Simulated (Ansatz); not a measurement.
`N=CC(N)=O` and `NC(N)=O` differ in one atom or group.

Ansatz, PBE0-D4/def2-TZVP geometries, multiplicity 1. Each molecule was computed in one conformer, which needn't be the lowest.

| property | `N=CC(N)=O` |
| --- | --- |
| HOMO energy (PBE/def2-TZVPP) / eV | -5.91 |
| LUMO energy (PBE0/def2-TZVPP) / eV | -1.67 |
| ideal-gas entropy at 298 K and 1 bar (rigid rotor, harmonic PBE0-D4/def2-TZVP) / J/(mol·K) | 302 |
| LUMO energy (ωB97M-V/def2-TZVPP) / eV | 0.61 |
| size of the dipole moment (ωB97M-V/def2-TZVPP) / D | 2.65 |
| HOMO energy (ωB97M-V/def2-TZVPP) / eV | -9.98 |

(1) What does the change do to each property? (An estimate is asked.)

Results:

(1) Computed: 
```csv
property,`NC(N)=O`,shift
HOMO energy (PBE/def2-TZVPP) / eV,-5.83,0.08
LUMO energy (PBE0/def2-TZVPP) / eV,0.68,2.35
"ideal-gas entropy at 298 K and 1 bar (rigid rotor, harmonic PBE0-D4/def2-TZVP) / J/(mol·K)",273,-29
LUMO energy (ωB97M-V/def2-TZVPP) / eV,2.04,1.43
size of the dipole moment (ωB97M-V/def2-TZVPP) / D,3.83,1.18
HOMO energy (ωB97M-V/def2-TZVPP) / eV,-9.94,0.04
```

With PBE0 the HOMO rises by 0.06 eV and the LUMO rises by 2.35 eV, so the gap widens by about 2.29 eV. PBE moves the HOMO by 0.08 eV and ωB97M-V by 0.04 eV. The zero-point energy changes by -11.9 kJ/mol with -3 modes. Dipoles are sizes alone; their direction can turn.

Positive LUMOs are unbound, so they and the gaps depend on the basis.
